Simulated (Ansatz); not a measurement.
CO2:

```
O C
1.0
    -1.97473    1.97473    3.01406
     1.97473   -1.97473    3.01406
     1.97473    1.97473   -3.01406
O C
4 2
Direct
  0.87500 0.95980 0.58480
  0.37500 0.29020 0.41520
  0.04020 0.62500 0.91520
  0.70980 0.12500 0.08480
  0.00000 0.00000 0.00000
  0.75000 0.25000 0.50000
```

The cell comes from a database or a generator and needn't be the stable form of this composition.

Base run:

- Program: Ansatz 0.2.0
- Functional: PBEsol
- Potentials or basis: Ansatz PAW earlier set
- Cutoff: 930 eV (not typed: the program's choice for these potentials)
- k mesh: 9 × 9 × 9
- Occupations: fermi-dirac, width 0.05 eV
- Spin: no spin polarisation

Its results: band gap on the k mesh 7.58 eV, indirect (least direct gap 8.04 eV); pressure -6.2 GPa; largest force 0.185 eV/Å.

Q: The run is repeated on the same cell with these changes: potentials or basis from Ansatz PAW earlier set to JTH PAW; cutoff from 930 eV (not typed: the program's choice for these potentials) to 1380 eV (not typed: the program's choice for these potentials). What comes out?

A: Band gap on the k mesh 7.54 eV, indirect (least direct gap 8.00 eV); pressure -7.0 GPa; largest force 0.275 eV/Å.

Caveats: odd divisions of the mesh miss points on the zone boundary, where band edges often lie, so the gap on the mesh can be too wide; the PAW data sets come from PBE, with cores solved anew for the run's functional, which leaves a small shift of forces and pressure (some runs).

A k mesh can miss the band edges.
